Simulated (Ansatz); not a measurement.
CdGeAs2:

```
Cd As Ge
1.0
    -2.98887    2.98887    5.66430
     2.98887   -2.98887    5.66430
     2.98887    2.98887   -5.66430
Cd As Ge
2 4 2
Direct
  0.50000 0.50000 0.00000
  0.25000 0.75000 0.50000
  0.09622 0.12500 0.47122
  0.37500 0.90378 0.02878
  0.65378 0.62500 0.52878
  0.87500 0.34622 0.97122
  0.75000 0.25000 0.50000
  0.00000 0.00000 0.00000
```

The cell is a database's computed one.

- Program: Ansatz 0.2.0
- Task: single point
- Functional: PBEsol
- Potentials or basis: Ansatz PAW
- Cutoff: 420 eV (not typed: the program's choice for these potentials)
- k mesh: 6 × 6 × 6
- Occupations: fermi-dirac, width 0.05 eV
- Spin: no spin polarisation

On this cell: pressure -0.7 GPa; largest force 0.178 eV/Å; band gap on the k mesh 0.19 eV, indirect (least direct gap 0.22 eV).

The same run follows on a disturbed copy (atoms moved at random, drawn with an rms of 0.05 Å):

```
Cd As Ge
1.0
    -2.98887    2.98887    5.66430
     2.98887   -2.98887    5.66430
     2.98887    2.98887   -5.66430
Cd As Ge
2 4 2
Direct
  0.50381 0.50861 0.00715
  0.25472 0.74292 0.50274
  0.09201 0.12039 0.46123
  0.36835 0.90218 0.02233
  0.65397 0.63062 0.53599
  0.87813 0.34552 0.96568
  0.74667 0.24984 0.50050
  0.00005 0.00316 0.00042
```

**Question.** What changes?

**Answer.** The energy moves by +9.1 meV/atom; pressure -0.6 GPa; largest force 0.679 eV/Å; band gap on the k mesh 0.17 eV, indirect (least direct gap 0.19 eV).

Forces on the atoms (eV/Å):
```
Cd  -0.231  0.025 -0.197
Cd   0.156 -0.318  0.172
As   0.341  0.505 -0.160
As  -0.019  0.228  0.096
As  -0.366 -0.161  0.106
As   0.533  0.105 -0.408
Ge  -0.375 -0.254  0.476
Ge  -0.038 -0.129 -0.086
```

Stress tensor (GPa, compression positive):
```
-0.59  0.30 -0.53
 0.30 -0.53 -0.34
-0.53 -0.34 -0.60
```

Caveats: the PAW data sets come from PBE, with cores solved anew for the run's functional, which leaves a small shift of forces and pressure.

A k mesh can miss the band edges.
